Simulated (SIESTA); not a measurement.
## Cu in SIESTA: convergence with Tolerance

Crystal: Cu.

```
CELL_PARAMETERS angstrom
-0.00858 1.79575 1.80169
1.82295 -0.02405 1.81716
1.79533 1.78360 0.00357
ATOMIC_POSITIONS crystal
Cu 0.00146 0.97571 0.02932
```

The cell isn't the ideal one: cell strained at random at fixed volume.

```yaml
Program: SIESTA 5.4.2
Task: single point
Functional: PBE
Potentials_or_basis: PseudoDojo 0.4 standard (PBE files)
Basis: DZP (energy shift 0.003 Ry; two zetas on semicore shells)
Grid_cutoff: 800 Ry
Energy_shift: 0.003 Ry
k_mesh: 10 × 10 × 10
Occupations: fermi-dirac, width 0.05 eV
Spin: no spin polarisation
```

These are the settings of the first run; the series varies Tolerance, with any setting tied to it.

Hardware: 1 thread of Arm Neoverse V1, with other jobs on the host.

The values tried are 0.1, 0.01, 0.001, 0.0001, 1e-05, 1e-06, loosest first. From which on does the pressure stay within 0.1 GPa of the tightest run that finished?

From 0.01 on.

```
Tolerance  energy less the tightest run, at zero smearing (meV/atom)  pressure (GPa)  SCF cycles  CPU time (s)  peak memory (GiB)
      0.1                                                       1.91            1.97           4            12               0.17
     0.01                                                       0.01            1.64           6            14               0.18
    0.001                                                       0.00            1.60           7            16               0.18
   0.0001                                                       0.00            1.60           8            17               0.18
    1e-05                                                       0.00            1.60           8            17               0.18
    1e-06                                                       0.00            1.60          11            22               0.18
```

Against the tightest run, the energy stays within 1 meV/atom from 0.01 on. The tightest run that finished is the yardstick and may itself not be fully converged.

Caveat, for the tightest run too: short orbitals over semicore shells can move pressures by several GPa; the basis of atomic orbitals isn't converged, which shifts pressures, moduli and gaps.
